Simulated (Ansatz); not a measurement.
How far is PAW off for CO$_{2}$?

```
C O
1.0
     3.51610    0.00000    0.00000
     0.00000    3.51610    0.00000
     0.00000    0.00000    4.10430
C O
2 4
Direct
  0.00000 0.00000 0.00000
  0.50000 0.50000 0.50000
  0.23000 0.23000 0.00000
  0.27000 0.73000 0.50000
  0.77000 0.77000 0.00000
  0.73000 0.27000 0.50000
```

Atoms are numbered in the order listed.

Conventional cell: a = 3.516 Å, b = 3.516 Å, c = 4.104 Å, α = 90.00°, β = 90.00°, γ = 90.00°. C (atom 1) has 2 O at 1.14 Å as nearest neighbours. O (atom 3) has 1 C at 1.14 Å as nearest neighbours.

The geometry is COD entry 1517803, unchecked; take it as a test cell.

All numbers are computed: DFT, PBE, PAW with Ansatz's default frozen-core files, scalar-relativistic (Ansatz 0.2.0); DFT, PBE, all-electron PAW with datasets made for the crystal, scalar-relativistic (Ansatz 0.2.0); DFT, PBE, all-electron LAPW, scalar-relativistic (Ansatz 0.2.0).

For PAW: a Γ-centred 6×6×6 k mesh, Fermi–Dirac smearing of 0.01 eV, cutoff 420 eV, no spin polarisation. The crystal-made all-electron datasets (AE datasets) take a cutoff of 960 eV at this cell. LAPW targets a basis error of 1 meV/atom. The Ansatz runs share mesh, smearing and spin set-up. Plane-wave (PAW) pressures include the program's estimate of the Pulay term.

Stress and pressure are positive in compression.

Levels count from the top of the valence band.

| quantity | PAW | AE datasets | LAPW |
| --- | --- | --- | --- |
| pressure (GPa) | 36.29 | 36.23 | 36.23 |
| stress xx (GPa) | 40.72 | 40.66 | 40.65 |
| stress zz (GPa) | 27.42 | 27.37 | 27.37 |
| force on O3, x (eV/Å) | 1.185 | 1.182 | 1.182 |
| band gap (eV) | 5.871 | 5.884 | 5.884 |
| highest filled level at X (eV) | -1.227 | -1.226 | -1.226 |
| lowest empty level at X (eV) | 7.625 | 7.645 | 7.645 |
| highest filled level at A (eV) | 0.000 | 0.000 | 0.000 |
| lowest empty level at A (eV) | 6.616 | 6.628 | 6.627 |
| highest filled level at Γ (eV) | -1.423 | -1.424 | -1.424 |
| lowest empty level at Γ (eV) | 5.871 | 5.884 | 5.884 |

PAW's pressure differs from the LAPW value by +0.06 GPa.
